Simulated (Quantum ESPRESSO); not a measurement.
## MnS (Browneite): energy over the lowest, antiferro q=(0,1/2,1/2) +- against volume, fitted and tested on a withheld row

System: MnS (Browneite), 1 Mn and 1 S in the cell, space group F-43m. From the study “How volume moves the moments of MnS (Browneite)”.

Method: PBE; plane waves with GBRV 1.5 PBE potentials (Quantum ESPRESSO 7.5). Settings shared by all rows: cutoff 544.23 eV, fermi-dirac occupations, smearing width 0.136 eV. No Hubbard term acts here. In such compounds local and semilocal functionals without one often delocalise the d electrons, and can shrink or lose moments and miss the size, sign and order of the couplings.

Computed values, one withheld:

| volume (factor) | energy over the lowest, antiferro q=(0,1/2,1/2) +- (meV an atom) |
| --- | --- |
| 0.8 | 93.0 |
| 0.86 | 27.1 |
| 0.92 | 0.2 |
| 0.96 | 0.0 |
| 1 | 11.2 |
| 1.05 | 38.3 |
| 1.1 | ? |
| 1.16 | 136.9 |

**Question.** Fit the rows given and predict the energy over the lowest, antiferro q=(0,1/2,1/2) +- at volume = 1.1 factor.

**Law.** Energy against volume follows the Birch–Murnaghan form, which is a polynomial in the Eulerian strain: third order, a cubic in t = (V/1)^(−2/3) − 1. In symbols, E = c0 + c1 t + c2 t² + c3 t³, with energy over the lowest, antiferro q=(0,1/2,1/2) +- in meV an atom.

**Fit.** Least squares on 7 rows gives c0 = 11.138, c1 = -604.477, c2 = 7459 and c3 = -3158.16.

| volume (factor) | t | computed | fit | computed − fit |
| --- | --- | --- | --- | --- |
| 0.8 | 0.1604 | 93.0 | 93.05 | -0.05 |
| 0.86 | 0.10578 | 27.1 | 26.92 | 0.18 |
| 0.92 | 0.057162 | 0.2 | 0.37 | -0.17 |
| 0.96 | 0.027588 | 0.0 | 0.07 | -0.07 |
| 1 | 0 | 11.2 | 11.14 | 0.06 |
| 1.05 | -0.032003 | 38.3 | 38.23 | 0.07 |
| 1.16 | -0.094209 | 136.9 | 136.93 | -0.03 |

The slope vanishes at t = 0.04162, so the minimum lies at V = 1 × (1 + t)^(−3/2) = 0.9407. That is the minimum of this magnetic state alone.

**Prediction.** At volume = 1.1 factor, t = -0.061564, so the law predicts 77.36 meV an atom. The computed value is 77.7 meV an atom, 0.34 above the prediction. The row lies between fitted rows, so this is an interpolation. The miss is 3.2 times the rms residual of the fit, 0.11.

[Hosts, paths, dates, database ids (printed as entryN), source tags and the programs' standing remarks are cut or masked in the printed files.]

[Where a cell is said to come from a database of computed structures, the database is the Materials Project.]
